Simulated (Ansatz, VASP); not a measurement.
**Te2Mo in VASP and in Ansatz**

```
Te Mo
1.0
     3.52000    0.00000    0.00000
    -1.76000    3.04841    0.00000
     0.00000    0.00000   31.04000
Te Mo
2 1
Direct
  0.66667 0.33333 0.28992
  0.66667 0.33333 0.40660
  0.33333 0.66667 0.34826
```

Alike in both runs: functional PBE; dispersion D3(BJ); k mesh 12 × 12 × 1; occupations gaussian, width 0.02 eV; no spin polarisation.

Ansatz relaxed the structure, and its values are those at the end. VASP's run is a single point on that final structure, the one shown.

|  | VASP | Ansatz |
| --- | --- | --- |
| version | VASP 6.6.1 | Ansatz 0.2.0 |
| potentials or method | VASP PAW PBE potentials, release 64 (Te, Mo_sv) | scalar-relativistic, plane waves, PAW |
| plane-wave cutoff (eV) | 520 | 420 |
| valence electrons in the cell | 26 | 46 |

|  | VASP | Ansatz | Ansatz less VASP |
| --- | --- | --- | --- |
| gap on the k mesh at the Fermi level (eV) | 1.15 | 1.15 | +0.001 |
| least direct gap on the mesh (eV) | 1.15 | 1.15 | +0.001 |
| rms of the force components (eV/Å) | 0.006 | 0.000 | -0.0061 |
| dispersion energy (meV/atom) | -397.5 | -397.4 | +0.10 |

The functional is the same, so the differences come from potentials, cutoffs and numerics. The two sets of potentials don't hold the same shells in valence. Ansatz warned: «slab_cell_height_set».

Caveats: spin-orbit coupling is left out, which moves the levels of the heavy elements. Expect the measured gap to be larger: semilocal functionals such as PBE lack the derivative discontinuity.
